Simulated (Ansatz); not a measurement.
# Ga: the cost of one run

Method: DFT PBEsol, scalar-relativistic, plane waves, PAW, in Ansatz 0.2.0.

1 further run of the same task is left out (it didn't finish).

**1. The system as given**

It takes space group P2_1/m (No. 11, monoclinic). The conventional cell has a = 2.778 Å, b = 3.282 Å, c = 4.210 Å, α = 90.00°, β = 108.61°, γ = 90.00°. Around Ga (site symmetry m) lie 8 Ga at 2.71 to 2.84 Å.

As a file:

```cif
data_structure
_symmetry_space_group_name_H-M 'P2_1/m'
_symmetry_Int_Tables_number 11
_cell_length_a 2.7784
_cell_length_b 3.2816
_cell_length_c 4.2104
_cell_angle_alpha 90.000
_cell_angle_beta 108.607
_cell_angle_gamma 90.000
_cell_volume 36.38
loop_
_atom_site_label
_atom_site_type_symbol
_atom_site_symmetry_multiplicity
_atom_site_Wyckoff_symbol
_atom_site_fract_x
_atom_site_fract_y
_atom_site_fract_z
_atom_site_occupancy
Ga1 Ga 2 e 0.86540 0.25000 0.22983 1
```

The structure comes from the Materials Project (structure only).

**2. A change within the space group**

Against the listed cell: strain xx, yy, zz, yz, xz, xy = -2.9, -4.1, -2.3, +0.0, -0.2, +0.0 %; atoms moved by 0.25 Å root mean square, at most 0.25 Å.

input.yaml

```yaml
crystal:
  lattice:
    - [2.6980145498, 0.0, -0.0046399649]
    - [0.0, 3.1467674848, 0.0]
    - [-1.3112159588, 0.0, 3.8997827576]
  atoms:
    - { symbol: Ga, position: [0.9020596029, 0.25, 0.1827780139] }
    - { symbol: Ga, position: [0.0979403971, 0.75, 0.8172219861] }
basis:
  ecutwfc: 420
kpoints:
  mp_grid: { grid: [16, 12, 10] }
hamiltonian:
  xc: pbesol
scf:
  occupations: { method: gaussian, width: 0.1 }
output:
  forces: true
  stress: true
  eigenvalues: true
```

Run with:

```
$ ansatz run input.yaml --threads 1 --pin off --max-ram 1331MiB --backend cpu --events-out ev --progress --plain --runs-dir out
```

**Question.** How long does this run take on 1 thread of an Arm CPU, shared host, and how much memory does it need?

About 29 s, with a peak of 0.52 GiB.
